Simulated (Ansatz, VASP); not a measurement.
**One calculation of Re, two programs**

```
Re
1.0
     2.74227    0.00000    0.00000
    -1.37114    2.37488    0.00000
     0.00000    0.00000    4.42828
Re
2
Direct
  0.66667 0.33333 0.75000
  0.33333 0.66667 0.25000
```

Change from the starting cell: volume scaled by 0.98.

Alike in both runs: task single point; functional PBE; k mesh 11 × 11 × 6; occupations fermi-dirac, width 0.05 eV; no spin polarisation.

```csv
,VASP,Ansatz
version,VASP 6.6.1,Ansatz 0.2.0
potentials or method,"VASP PAW PBE potentials, release 64 (Re)",Ansatz PAW
plane-wave cutoff (eV),520,420
valence electrons in the cell,14,30
```

```csv
,VASP,Ansatz,Ansatz less VASP
gap on the k mesh at the Fermi level (eV),none,none,-
pressure (GPa),14.0,14.2,+0.27
largest component of the traceless stress (GPa),0.15,0.27,+0.124
```

A gap of «none» marks a metal or a gap that the smearing closes. The two sets of potentials don't hold the same shells in valence.

The runs have no spin-orbit coupling, so splittings on Re are missing.
